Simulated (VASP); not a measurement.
# Al (Fm-3m) in VASP: settings compared, part 2 of 2

VASP 6.6.1.

## Step 4: Single point, PBE

Contents of INCAR:

```
SYSTEM = Al
  PREC = Accurate
  ENCUT = 520
  EDIFF = 1E-6
  ISMEAR = 0
  SIGMA = 0.023
  LREAL = .FALSE.
  LASPH = .TRUE.
  NELM = 100
  ALGO = Fast
  ISIF = 2
  LWAVE = .FALSE.
  LCHARG = .FALSE.
  GGA = PE
  NBANDS = 8
```

Contents of KPOINTS:

```
Automatic mesh
0
G
  11 11 11
  0 0 0
```

Contents of POSCAR:

```
Al
1.0
    0.0000000000      2.0248050000      2.0248050000
    2.0248050000      0.0000000000      2.0248050000
    2.0248050000      2.0248050000      0.0000000000
Al
1
Direct
    0.0000000000      0.0000000000      0.0000000000
```

Potentials or basis: VASP PAW PBE potentials, release 64 (Al).

The run is started by

```console
cat potpaw_PBE.64/Al/POTCAR > POTCAR
mpirun -np 1 vasp_std > vasp.out
```

OUTCAR:

```text
SYSTEM = Al
   PREC = Accurate
   ENCUT = 520
   EDIFF = 1E-6
   ISMEAR = 0
   LREAL = .FALSE.
   LASPH = .TRUE.
   NELM = 100
   ISIF = 2
   GGA = PE

 ion  position               nearest neighbor table
   1  0.000  0.000  0.000-

  LATTYP: Found a face centered cubic cell.
 ALAT       =     4.0496100000

  Lattice vectors:

 A1 = (   0.0000000000,   2.0248050000,   2.0248050000)
 A2 = (   2.0248050000,   0.0000000000,   2.0248050000)
 A3 = (   2.0248050000,   2.0248050000,   0.0000000000)

Analysis of symmetry for initial positions (statically):
=====================================================================
 Subroutine PRICEL returns:
 Original cell was already a primitive cell.

 Routine SETGRP: Setting up the symmetry group for a
 face centered cubic supercell.

 Subroutine GETGRP returns: Found 48 space group operations
 (whereof 48 operations were pure point group operations)
 out of a pool of 48 trial point group operations.

The static configuration has the point symmetry O_h .

Analysis of symmetry for dynamics (positions and initial velocities):
=====================================================================
 Subroutine PRICEL returns:
 Original cell was already a primitive cell.

 Routine SETGRP: Setting up the symmetry group for a
 face centered cubic supercell.

 Subroutine GETGRP returns: Found 48 space group operations
 (whereof 48 operations were pure point group operations)
 out of a pool of 48 trial point group operations.

The dynamic configuration has the point symmetry O_h .

 Subroutine INISYM returns: Found 48 space group operations
 (whereof 48 operations are pure point group operations),
 and found     1 'primitive' translations

----------------------------------------------------------------------------------------

                                     Primitive cell

  volume of cell :      16.6027

  direct lattice vectors                    reciprocal lattice vectors
[... 110 lines left out ...]
   GGA     = PE    functional components
   LHFCALC =     F    Hartree Fock is set to
   AEXX    =    0.0000 exact exchange contribution
   IVDW    =     0    specifies the selected vdW correction
   LEPSILON=     F    determine dielectric tensor
   LRPA    =     F    only Hartree local field effects (RPA)
 non-spin polarized calculation
 RMM-DIIS sequential band-by-band and
 Gauss-broadening in eV      SIGMA  =   0.02
  energy-cutoff  :      520.00
  volume of cell :       16.60
 maximum number of plane-waves:       459
 NGX is ok and might be reduce to    24
   NGX = 11   NGY = 11   NGZ = 11

 number of electron       3.0000000 magnetization

 Free energy of the ion-electron system (eV)
  ---------------------------------------------------
  ext. energy  EPLUGINS =         0.00000000
  ---------------------------------------------------
  free energy    TOTEN  =        -3.75276273 eV

  energy without entropy =       -3.75224895  energy(sigma->0) =       -3.75250584

 E-fermi :   7.9568     XC(G=0): -10.1744

 val. band max:        7.9413094205   @ k =  -0.4545   0.3636   0.0000
 cond. band min:       7.9682804555   @ k =   0.4545   0.1818   0.0909
 fundamental gap:      0.0269710350
 Fermi energy:         7.9568497772

 k-point     1 :       0.0000    0.0000    0.0000
  band No.  band energies     occupation
      1      -3.1564      2.00000
      2      20.5199      0.00000
      3      20.5199      0.00000
      4      20.5199      0.00000
      5      21.9651      0.00000
      6      21.9651      0.00000
      7      21.9651      0.00000
      8      24.3555      0.00000
[... 243 lines left out ...]
 k-point    24 :      -0.1818    0.1818    0.0000
  band No.  band energies     occupation
      1      -0.7886      2.00000
      2      11.7512      0.00000
      3      13.1866      0.00000
      4      19.7506      0.00000
      5      21.7728      0.00000
      6      22.8295      0.00000
      7      23.9314      0.00000
      8      24.8734      0.00000

 [... further k-points ...]

------------------------ aborting loop because EDIFF is reached ----------------------------------------

  FORCE on cell =-STRESS in cart. coord.  units (eV):
  Direction    XX          YY          ZZ          XY          YZ          ZX
  --------------------------------------------------------------------------------------
  -------------------------------------------------------------------------------------
  Total       -0.0544553     -0.0544553     -0.0544553      0.0000000      0.0000000      0.0000000
  in kB       -5.2549788     -5.2549788     -5.2549788      0.0000000      0.0000000      0.0000000
  external PRESSURE =      -5.2549788 kB  Pullay stress =       0.0000000 kB

 VOLUME and BASIS-vectors are now :
 -----------------------------------------------------------------------------
  energy-cutoff  :      520.00
  volume of cell :       16.60
      direct lattice vectors                 reciprocal lattice vectors
     0.000000000  2.024805000  2.024805000    -0.246937359  0.246937359  0.246937359
     2.024805000  0.000000000  2.024805000     0.246937359 -0.246937359  0.246937359
     2.024805000  2.024805000  0.000000000     0.246937359  0.246937359 -0.246937359

 POSITION                                       TOTAL-FORCE (eV/Angst)
 -----------------------------------------------------------------------------------
      0.00000      0.00000      0.00000         0.000000      0.000000     -0.000000
 -----------------------------------------------------------------------------------
    total drift:                               -0.000000      0.000000      0.000000

  FREE ENERGIE OF THE ION-ELECTRON SYSTEM (eV)
  ---------------------------------------------------
  free  energy   TOTEN  =        -3.7527627267 eV

  energy  without entropy=       -3.7522489519  energy(sigma->0) =       -3.75250584
```

It took 9.3 s on 1 thread of AMD EPYC 7R43 (Zen 3), shared host; peak memory 0.09 GiB.

What came out:

- Free energy: -3.7528 eV
- Pressure: -0.5 GPa
- Band gap on the k mesh: none (metal or under the smearing width)

Levels at points of the mesh, in eV from the Fermi level:
| k point | band 1 | band 2 | band 3 | band 4 | band 5 |
| --- | --- | --- | --- | --- | --- |
| (0.00, 0.00, 0.00) | -11.11 | 12.56 | 12.56 | 12.56 | 14.01 |

## Step 5: Single point, PBE

Contents of INCAR:

```
SYSTEM = Al
ALGO     = Normal         ! electronic algorithm
EDIFF    = 1E-7           ! SCF threshold, eV
ENCUT    = 520            ! plane-wave cutoff, eV
GGA      = PE             ! functional
ISIF     = 2              ! what is computed and relaxed
ISMEAR   = 0              ! smearing method
LASPH    = .True.         ! aspherical terms in the spheres
LCHARG   = .True.         ! write CHGCAR
LELF     = .True.         ! ELF
LREAL    = .False.        ! projectors in reciprocal space
LVHAR    = .True.       
LWAVE    = .False.        ! write WAVECAR
NELM     = 60             ! most SCF steps
PREC     = Accurate       ! precision mode
SIGMA    = 0.026000000000000002 ! smearing width, eV
```

Contents of KPOINTS:

```
k-points
0
Gamma
  11 11 11
  0 0 0
```

POSCAR is that of step 4.

The run is started by

```console
cat potpaw_PBE.64/Al/POTCAR > POTCAR
mpirun -np 1 vasp_std > vasp.out
```

Wall time 6.8 s (1 thread of AMD EPYC 7R43 (Zen 3), shared host); peak memory 0.1 GiB.

It converged, with:

| Item | Value |
| --- | --- |
| Free energy | -3.7528 eV |
| Pressure | -0.5 GPa |
| Band gap on the k mesh | none (metal or under the smearing width) |

Levels at points of the mesh, in eV from the Fermi level:
| k point | band 1 | band 2 | band 3 | band 4 |
| --- | --- | --- | --- | --- |
| (0.00, 0.00, 0.00) | -11.11 | 12.56 | 12.56 | 12.56 |

## Step 6: The reference run

An earlier run on the cell as given: functional PBE; potentials or basis VASP PAW PBE potentials, release 64 (Al); cutoff 520 eV; k mesh 11 × 11 × 11; occupations fermi-dirac, width 0.05 eV; no spin polarisation.

- Pressure: -0.5 GPa
- Band gap on the k mesh: none (metal or under the smearing width)

## Step 7: Overview

```csv
task,level,cell,k mesh,cutoff (eV),smearing,grid for exact exchange (PRECFOCK),exchange at q = 0,mesh quality,gap on the mesh (eV),pressure (GPa)
single point,PBE,as given,11 × 11 × 11,520,gaussian 0.016 eV,-,-,not flagged,none,-0.5
relaxation of cell and atoms,B3LYP,relaxed,6 × 6 × 6,600,fermi-dirac 0.05 eV,Normal,default,coarse,none,-0.1
single point,PBE,as given,11 × 11 × 11,520,gaussian 0.023 eV,-,-,not flagged,none,-0.5
single point,PBE,as given,11 × 11 × 11,520,gaussian 0.026 eV,-,-,not flagged,none,-0.5
single point,PBE,as given,11 × 11 × 11,520,fermi-dirac 0.05 eV,-,-,not flagged,none,-0.5
```

Alike in all rows: potentials or basis VASP PAW PBE potentials, release 64 (Al); no spin polarisation.

Caveats: some runs use coarse meshes; the PAW data sets were made with another functional, which shifts forces and pressure a little (some runs).

Absolute energies hang on the potentials; compare differences alone.
